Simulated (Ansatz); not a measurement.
The structure comes from a relaxation in the same program, started in the rocksalt type, and has space group Fm-3m. Whether it is a known phase or the ground state wasn't checked.

Input and log of a run on BP: DFT, PBE, all-electron LAPW, scalar-relativistic (Ansatz 0.2.0).

Command: `ansatz run input.yaml --threads 1 --pin off --max-ram 2048MiB --backend cpu --events-out ev --progress --plain --runs-dir out` The run took 7.5 s on 1 thread of Intel(R) Xeon(R) 6975P-C (Granite Rapids) (shared host), peak memory 0.37 GiB.

```yaml
crystal:
  lattice:
    - [0.0, 2.1597997182, 2.1597997182]
    - [2.1597997182, 0.0, 2.1597997182]
    - [2.1597997182, 2.1597997182, 0.0]
  atoms:
    - { symbol: B, position: [0.0, 0.0, 0.0] }
    - { symbol: P, position: [0.5, 0.5, 0.5] }
kpoints:
  mp_grid: { grid: [16, 16, 16] }
  band_path:
    path:
      - [0.0, 0.0, 0.0]
      - [0.5, 0.0, 0.5]
      - [0.625, 0.25, 0.625]
      - [0.375, 0.375, 0.75]
      - [0.0, 0.0, 0.0]
      - [0.5, 0.5, 0.5]
      - [0.5, 0.25, 0.75]
      - [0.5, 0.0, 0.5]
    npoints: 14
scf:
  occupations: { method: fermi_dirac, width: 0.05 }
hamiltonian:
  xc: pbe
  pseudopotentials: { kind: all_electron, lapw: { basis_error: 0.0005 } }
output:
  forces: true
  stress: true
  eigenvalues: true
  fatbands: true
  populations: true
  dos: { projected: true, de: 0.2, e_range: [-14, 8] }
```

What the program printed:

```
B: projections on atomic orbitals take those of the free atom 1s2 2s2 2p1, of charge +0.00 (hamiltonian.pseudopotentials.projection_atoms)
P: projections on atomic orbitals take those of the free atom 1s2 2s2 2p6 3s2 3p3, of charge +0.00 (hamiltonian.pseudopotentials.projection_atoms)
LAPW: plane waves up to 8.179 Å⁻¹, error target 5.0e-4 eV per atom; small_component_spin mean_spin; B in spheres of 1.032 Å, 5 of its electrons in bands, Dirac shells []; P in spheres of 1.128 Å, 13 of its electrons in bands, Dirac shells []
Engine: ansatz 0.2.0
Pseudopotentials: kind: all_electron
Pseudopotential: B, LAPW, valence charge 5, Koelling and Harmon's equation, gaussian nucleus
Pseudopotential: P, LAPW, valence charge 13, Koelling and Harmon's equation, gaussian nucleus
Functional definition: PBE
  parameter kappa = 0.804
  parameter beta = 0.06672455060314922
  exchange = pbe_x(kappa = kappa, mu = beta*pi^2/3)
  correlation = pbe_c(beta = beta)
Crystal: 2 atoms, lattice volume = 20.150 Å³
Basis set: ecut = 254.8674059057448 eV, 169 PW (Γ), exchange–correlation at level 2
Bands: 13, of which v1, the nominal top of the filled ones, is band 9 counted from 1 (8 counted from 0)
Symmetry: 48 space group operations
Space group: Fm-3m (ITA 225), of the structure as read, at distance tolerance 2.7e-5 Å
k-points: 145 of 4096
Non-local potential: B, projectors of the file, none
Non-local potential: P, projectors of the file, none
Initial density: superposition of atomic densities (chi_scale 0.1, normalization cell, long waves kept (reshape's long-wave potential 0.00 eV rms))
Initial wavefunctions: plane waves of lowest kinetic energy (no species holds an atomic orbital)
Functional: x = pbe(κ = 0.804, μ = 0.2195149727645171), c = pbe(β = 0.06672455060314922)
iter 1 solved again at ethr=2.98e-3 eV; its pass at ethr=1.00e-1 eV (dr2=5.37e-1 eV) is discarded
SCF iter   1: F=—  HF=-9984.088544 eV  |F-HF|=—  |Δ(HF+E_count)|=         —  Δρ=4.94e-2  dr2=5.35e-1  ethr=2.98e-3  ⟨swp⟩=2.0  Hψ=14088  notcnv=0
preconditioner: auto → none  [metal: Δε(μ)=0.005 eV  Ē_g=12.729 eV  σ=0.050 eV  W_gap=0.02  n_scr=8 (ndim 8)  ℏωp=23.4 eV  f_vac=0.000  D(μ)=0.67/eV (n_scr^D=0)  sad-step TF]
SCF iter   2: F=—  HF=-9983.904790 eV  |F-HF|=—  |Δ(HF+E_count)|=   1.84e-1  Δρ=2.20e-2  dr2=9.28e-2  ethr=2.97e-3  ⟨swp⟩=2.4  Hψ=5652  notcnv=0
iter 3 solved again at ethr=3.65e-5 eV; its pass at ethr=5.16e-4 eV (dr2=6.57e-3 eV) is discarded
SCF iter   3: F=—  HF=-9983.894616 eV  |F-HF|=—  |Δ(HF+E_count)|=   1.02e-2  Δρ=6.82e-3  dr2=6.58e-3  ethr=3.65e-5  ⟨swp⟩=2.0  Hψ=9351  notcnv=0  defer=1
SCF iter   4: F=—  HF=-9983.896264 eV  |F-HF|=—  |Δ(HF+E_count)|=         —  Δρ=1.13e-3  dr2=1.84e-4  ethr=3.65e-5  ⟨swp⟩=2.0  Hψ=4992  notcnv=0  defer=1
the basis was enlarged: its passes take 61.1 KiB over the memory plan, 1 of 1 planned eigensolver slots
SCF iter   5: F=—  HF=-9983.896303 eV  |F-HF|=—  |Δ(HF+E_count)|=   3.91e-5  Δρ=1.55e-4  dr2=4.14e-6  ethr=1.02e-6  ⟨swp⟩=2.0  Hψ=5004  notcnv=0
SCF iter   6: F=-9983.896304 eV  HF=-9983.896304 eV  |F-HF|=1.17e-8  |Δ(HF+E_count)|=   6.96e-7  Δρ=1.10e-5  dr2=1.91e-8  ethr=2.30e-8  ⟨swp⟩=2.2  Hψ=5022  notcnv=0
SCF 1 converged in 6 iterations: F = -9983.896304 eV  dr2 = 1.91e-8
NSCF: frozen V_eff on 99 k-points
SCF converged after 6 iterations
Free energy (F): -9983.896304 eV
Harris-Foulkes:  -9983.896304 eV  (|F-HF|=1.17e-8)
Internal energy: -9983.891075 eV  (E = F + TS)
E sigma→0 (E₀):  -9983.893689 eV
Entropy (-TS):   -0.005229 eV (-2.614 meV/atom)
Fermi energy:    12.917750 eV
--- Per-component energies (eV) ---
  E_band       = -1226.474223
  E_kinetic    = 10013.420756
  E_xc         = -742.818048
  E_electrostatic = -19254.493782  (all electrons and nuclei)
  E_smearing   = -0.005229  (= −TS)
  E_closure    = 0.000000  (closes the sum)
  E_atoms      = -9973.111326  (free atoms, spherical and without spin; not in F)
  Σ components = -9983.896304   (vs F -9983.896304, Δ=0.00e0)
  Basis errors (estimates in eV, not in F): energy 2.5e-4 per atom: plane waves 2.3e-4 (1.3e-4 summed), levels above the bands 5.2e-72, relativity 5.3e-9, radial functions 2.1e-5, core shells 1.0e-16; eigenvalues (radial functions only) 3.4e-6; not estimated: angular momenta, meshes, grids; target (lapw.basis_error) 5.0e-4; muffin-tin radii B 1.032 Å, P 1.128 Å
--- Forces (eV/Å), atoms counted from 1 ---
  atom   1  B     -0.00000000     0.00000000     0.00000000
  atom   2  P      0.00000000    -0.00000000    -0.00000000
  max |Σ_I F_I| component: 1.53e-30 eV/Å
--- Stress (GPa, compression-positive) ---
        0.036008      -0.000000       0.000000
       -0.000000       0.036008      -0.000000
        0.000000      -0.000000       0.036008
  P = ⅓ Tr σ = 0.0360 GPa (0.360 kbar)
--- Band table (eV; the first three rows and the last of 145) ---
  k-point 0: bands = ["-161.2515", "-156.3361", "-106.8322", "-106.8322", "-106.8322", "-3.9845", "12.9394", "12.9394", "12.9394", "19.4390", "20.7895", "20.7895", "20.7895"]
  k-point 1: bands = ["-161.2515", "-156.3361", "-106.8322", "-106.8322", "-106.8322", "-3.9012", "12.3882", "12.9129", "12.9129", "19.5753", "20.8491", "20.8491", "20.8933"]
  k-point 2: bands = ["-161.2515", "-156.3361", "-106.8322", "-106.8322", "-106.8322", "-3.6519", "11.0628", "12.8505", "12.8505", "19.4805", "19.5846", "19.5846", "21.1971"]
  k-point 144: bands = ["-161.2515", "-156.3361", "-106.8324", "-106.8324", "-106.8323", "3.0597", "5.4982", "5.5992", "5.5992", "16.4932", "17.5771", "22.2256", "22.2256"]
--- Löwdin populations: 2 sites ---
  site symbol       q [e]
     0      B      5.6009
     1      P     14.3156
  spilling = 0.004172 (of n_electrons = 20.000000)
```
